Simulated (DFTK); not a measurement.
**Sb under changes of volume**

One of the cells (30.206 Å³/atom); the others are scaled copies at fixed shape and fractional positions:

```xyz
2
Lattice="2.1542 1.2437 3.7580 -2.1542 1.2437 3.7580 0.0000 -2.4875 3.7580" Properties=species:S:1:pos:R:3 pbc="T T T"
Sb    0.0000    0.0000    8.6416
Sb    0.0000    0.0000    2.6324
```

| Item | Value |
| --- | --- |
| Program | DFTK 0.8.2 |
| Functional | PBE |
| Potentials or basis | dojo.nc.sr.pbe.v0_5.standard.upf (PBE) |
| Cutoff | 1088 eV |
| k mesh | 5 × 5 × 5 |
| Occupations | fermi-dirac, width 0.05 eV |
| Spin | no spin polarisation |

| volume (Å³/atom) | energy over the lowest point (meV/atom) | pressure (GPa) | gap on the mesh (eV) | largest force (eV/Å) |
| --- | --- | --- | --- | --- |
| 28.393 | 66.11 | 7.1 | 0.35 | 0.400 |
| 28.998 | 42.07 | 5.4 | 0.36 | 0.279 |
| 29.602 | ? | ? | ? | ? |
| 30.206 | 11.36 | 2.6 | 0.37 | 0.061 |
| 30.810 | 3.51 | 1.4 | 0.37 | 0.037 |
| 31.414 | 0.00 | 0.3 | 0.37 | 0.128 |
| 32.018 | 0.40 | -0.7 | 0.36 | 0.213 |

Problem. What does the run at 29.602 Å³/atom give?

Solution. Energy over the lowest point 24.02 meV/atom; pressure 3.9 GPa; gap on the mesh 0.37 eV; largest force 0.166 eV/Å.

Worked out: A Birch-Murnaghan fit of order 3 (a polynomial in V^(-2/3)) to the other rows has its minimum at 31.65 Å³/atom with B0 = V·E''(V) = 52 GPa and B' = 4.5 at fixed shape and positions, which overstates the stiffness. It gives 24.04 meV/atom at 29.602 Å³/atom, against the run's 24.02, and -dE/dV = 4.0 GPa, against 3.9. A parabola through the other rows of the gap, of slope 0.25 eV per unit of ln V there, gives 0.37 eV, against the run's 0.37.

Energies are extrapolated to zero smearing.

Caveats: spin-orbit coupling is left out, which moves the levels of the heavy elements; an odd mesh through Γ misses points on the zone boundary, where band edges often lie.
